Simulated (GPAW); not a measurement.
Here is a GPAW 26.7.0 calculation.

run.py

```python
from ase.filters import FrechetCellFilter
from ase.io import read, write
from ase.optimize import BFGS
from gpaw import GPAW, PW, setup_paths

setup_paths.insert(0, '.')

atoms = read('POSCAR')

calc = GPAW(mode=PW(800),
            xc='BLYP',
            kpts={'size': (9, 9, 9), 'gamma': True},
            occupations={'name': 'fermi-dirac', 'width': 0.05},
            nbands=24,
            convergence={'density': 1e-05, 'forces': 0.0001},
            eigensolver='davidson',
            maxiter=150,
            txt='gpaw.txt')
atoms.calc = calc
opt = BFGS(FrechetCellFilter(atoms), trajectory='relax.traj', logfile='-')
done = opt.run(fmax=0.02, steps=100)
calc.write('gs.gpw')
write('result.traj', atoms)
print('Converged:', done)
print('Cell:', atoms.cell.cellpar().round(4))
print('Volume:', round(atoms.get_volume(), 4))
print(atoms.get_scaled_positions().round(5))
```

Contents of POSCAR:

```
HfO2
1.0
    0.0000000000      2.5575000000      2.5575000000
    2.5575000000      0.0000000000      2.5575000000
    2.5575000000      2.5575000000      0.0000000000
Hf O
1 2
Direct
    0.0000000000      0.0000000000      0.0000000000
    0.7500000000      0.7500000000      0.7500000000
    0.2500000000      0.2500000000      0.2500000000
```

Potentials or basis: PAW data sets generated in the run's folder for this functional, pw.

Command:

```bash
$ gpaw-setup -f BLYP Hf O
$ OMP_NUM_THREADS=1 python run.py
```

(1) What does it give for the space group after relaxing (to 0.05 Å)?

(2) What does it give for the band gap on the k mesh?

(3) Estimate the relaxed volume.

(4) What does it give for the relaxed cell?

## Answers

(1) Fm-3m (No. 225).

(2) 3.86 eV, indirect (least direct gap 3.99 eV).

(3) 11.25 Å³/atom.

(4) a = 3.627 Å, b = 3.627 Å, c = 3.627 Å, α = 60.00°, β = 60.00°, γ = 60.00°.

Caveat: later steps reuse the first step's grids; spin-orbit coupling is left out, which moves the levels of the heavy elements; an odd mesh through Γ misses points on the zone boundary, where band edges often lie.
